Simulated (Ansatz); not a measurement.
C:

```
CELL_PARAMETERS angstrom
0.00000 1.78337 1.78337
1.78337 0.00000 1.78337
1.78337 1.78337 0.00000
ATOMIC_POSITIONS crystal
C 0.75000 0.75000 0.75000
C 0.50000 0.50000 0.50000
```

This isn't the form of C at room conditions, which is graphite.

Base run:

* Program: Ansatz 0.2.0
* Functional: PBE
* Potentials or basis: SPMS NC
* Cutoff: 1034 eV (not typed: the program's choice for these potentials)
* k mesh: 13 × 13 × 13
* Occupations: fermi-dirac, width 0.05 eV
* Spin: no spin polarisation

Its results: band gap on the k mesh 4.20 eV, indirect (least direct gap 5.63 eV); pressure 2.3 GPa.

**Question.** The run is repeated on the same cell with these changes: potentials or basis from SPMS NC to Ansatz NC; cutoff from 1034 eV (not typed: the program's choice for these potentials) to 1116 eV (not typed: the program's choice for these potentials). What comes out?

**Answer.** Band gap on the k mesh 4.15 eV, indirect (least direct gap 5.61 eV); pressure 1.7 GPa.
